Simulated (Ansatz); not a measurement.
Crystal: W.

```
W
1.0
    -1.58234    1.58234    1.58234
     1.58234   -1.58234    1.58234
     1.58234    1.58234   -1.58234
W
1
Cartesian
  0.0000 0.0000 0.0000
```

- Program: Ansatz 0.2.0
- Task: relaxation of cell and atoms
- Functional: revPBE
- Dispersion: D3(BJ)
- Potentials or basis: all-electron LAPW, scalar-relativistic
- Basis error allowed: 0.001 eV/atom
- k mesh: 12 × 12 × 12
- Occupations: fermi-dirac, width 0.05 eV
- Spin: no spin polarisation

At the start: volume 15.85 Å³/atom.

**Question.** How do energy, volume and symmetry change on relaxing?

**Answer.** Over 4 steps the energy falls by 3.0 meV/atom and the volume is 15.63 Å³/atom (-1.4 %); space group Im-3m (No. 229, to 0.05 Å).

Step by step:
| step | energy change (eV) | largest force (eV/Å) | volume (Å³) |
| --- | --- | --- | --- |
| 1 | 0.0000 | 0.0000 | 15.85 |
| 2 | -0.0030 | 0.0000 | 15.64 |
| 3 | -0.0030 | 0.0000 | 15.63 |
| 4 | -0.0030 | 0.0000 | 15.63 |

Final structure:
```
W
1.0
    -1.57495    1.57495    1.57495
     1.57495   -1.57495    1.57495
     1.57495    1.57495   -1.57495
W
1
Direct
  0.00000 0.00000 0.00000
```
